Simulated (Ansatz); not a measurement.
Runs of Ansatz 0.2.0 on Zn. It takes space group Pm-3m (No. 221, cubic). Conventional cell: a = 3.771 Å, b = 3.771 Å, c = 3.771 Å, α = 90.00°, β = 90.00°, γ = 90.00°. Zn (site symmetry 4/mmm) has 8 Zn at 2.67 Å as nearest neighbours. The cell was built by a generator and needn't be a form met in nature.

```csv
level,cutoff (eV),gap on the mesh (eV),pressure (GPa)
BLYP,420,none,4.1
RPBE,420,none,(a)
revPBE,420,none,(b)
PBE,420,none,-0.5
r2SCAN,500,none,-3.8
```

Alike in all rows: task band structure; potentials or basis Ansatz PAW; no spin polarisation; cell as given; k mesh 7 × 7 × 7; smearing fermi-dirac 0.05 eV.

Problem. Estimate the missing entries.

Solution. (a) 2.1; (b) 1.4.

Caveats: the PAW data sets come from PBE, with cores solved anew for the run's functional, which leaves a small shift of forces and pressure (some runs); the potentials were made for another functional, which shifts forces and pressure (some runs).

A k mesh can miss the band edges.

A gap of «none» marks a metal or a gap under the smearing width.

Not every run made on this cell is shown here.
